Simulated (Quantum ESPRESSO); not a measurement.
As: zone-centre phonons under several settings

```
As
1.0
     1.88080    1.08588    3.51406
    -1.88080    1.08588    3.51406
     0.00000   -2.17176    3.51406
As
2
Direct
  0.22600 0.22600 0.22600
  0.77400 0.77400 0.77400
```

All runs used Quantum ESPRESSO 7.5; k mesh 6 × 6 × 6; relaxed cell; no spin polarisation; occupations cold, width 0.2 eV.

```csv
level,potentials,cutoff (eV),volume (Å³/atom),pressure (GPa),lowest optical mode without the field (cm⁻¹),highest optical mode without the field (cm⁻¹)
LDA,PseudoDojo 0.4.1 SR LDA standard,1088,20.51,-0.2,173,242
PBE,PseudoDojo 0.4.1 SR PBE standard,1143,22.42,0.1,183,248
PBEsol,PseudoDojo 0.4.1 SR PBEsol standard,1143,?,0.0,?,?
RPBE,PseudoDojo 0.4.1 SR PBE standard,1143,23.33,0.3,185,248
AM05,PseudoDojo 0.4.1 SR PBE standard,1143,21.06,0.0,177,245
revPBE,PseudoDojo 0.4.1 SR PBE standard,1143,23.07,0.2,184,248
vdW-DF-cx,PseudoDojo 0.4.1 SR PBE standard,1143,21.27,0.0,178,248
```

Task: What stands in the row left open?

Result: Volume 21.02 Å³/atom; lowest optical mode without the field 174 cm⁻¹; highest optical mode without the field 242 cm⁻¹.

Caveats: the mesh is thin for the phonons of a metal; the layers were relaxed without a dispersion term, so their spacing and the soft interlayer modes are unreliable (some runs); the potentials were made for another functional, which shifts forces and pressure (some runs).

For the row left open. Caveat: the k mesh is coarse; the mesh is thin for the phonons of a metal; the layers were relaxed without a dispersion term, so their spacing and the soft interlayer modes are unreliable.
